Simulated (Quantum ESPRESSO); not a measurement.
# Pb: phonon spectrum and thermodynamics under several settings

```
CELL_PARAMETERS angstrom
0.00000 2.47502 2.47502
2.47502 0.00000 2.47502
2.47502 2.47502 0.00000
ATOMIC_POSITIONS crystal
Pb 0.00000 0.00000 0.00000
```

All runs used Quantum ESPRESSO 7.5; k mesh 10 × 10 × 10; relaxed cell; no spin polarisation; cutoff 762 eV; q mesh 2 × 2 × 2.

```csv
level,potentials,occupations,volume (Å³/atom),highest frequency (cm⁻¹),zero-point energy (meV/atom),entropy at room temperature (k_B/atom)
LDA,PseudoDojo 0.4.1 SR LDA standard,"methfessel-paxton, width 0.2 eV",?,?,?,?
PBE,PseudoDojo 0.4.1 SR PBE standard,"gaussian, width 0.272 eV",31.94,67,7.7,7.98
```

Problem. What stands in the row left open?

Solution. Volume 28.89 Å³/atom; highest frequency 80 cm⁻¹; zero-point energy 8.8 meV/atom; entropy at room temperature 7.59 k_B/atom.

For the row left open. Caveat: the q mesh is small, so phonon branches between its points and thermal values are rough.
